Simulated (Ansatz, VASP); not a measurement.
CdTe: VASP beside Ansatz

```xyz
2
Lattice="0.0000 3.2821 3.2821 3.2821 0.0000 3.2821 3.2821 3.2821 0.0000" Properties=species:S:1:pos:R:3 pbc="T T T"
Cd    0.0000    0.0000    0.0000
Te    1.6411    1.6411    1.6411
```

Alike in both runs: task relaxation of cell and atoms; functional PBE; k mesh 8 × 8 × 8; occupations gaussian, width 0.02 eV; no spin polarisation.

```csv
,VASP,Ansatz
version,VASP 6.6.1,Ansatz 0.2.0
potentials or method,"VASP PAW PBE potentials, release 64 (Cd, Te)","scalar-relativistic, plane waves, PAW"
plane-wave cutoff (eV),600,420
valence electrons in the cell,18,36
```

```csv
,VASP,Ansatz,Ansatz less VASP
"gap on the k mesh at the Fermi level, each at its own relaxed structure (eV)",0.58,0.58,+0.007
relaxed volume (Å³/atom),36.31,36.25,-0.053
relaxed cell length with the largest relative difference (Å),4.683,4.681,-0.0023
energy change over the relaxation (meV/atom),-3,-2,+0.4
```

The two sets of potentials don't hold the same shells in valence.

Caveats: spin-orbit coupling is left out, which moves the levels of the heavy elements. Expect the measured gap to be larger: semilocal functionals such as PBE lack the derivative discontinuity.
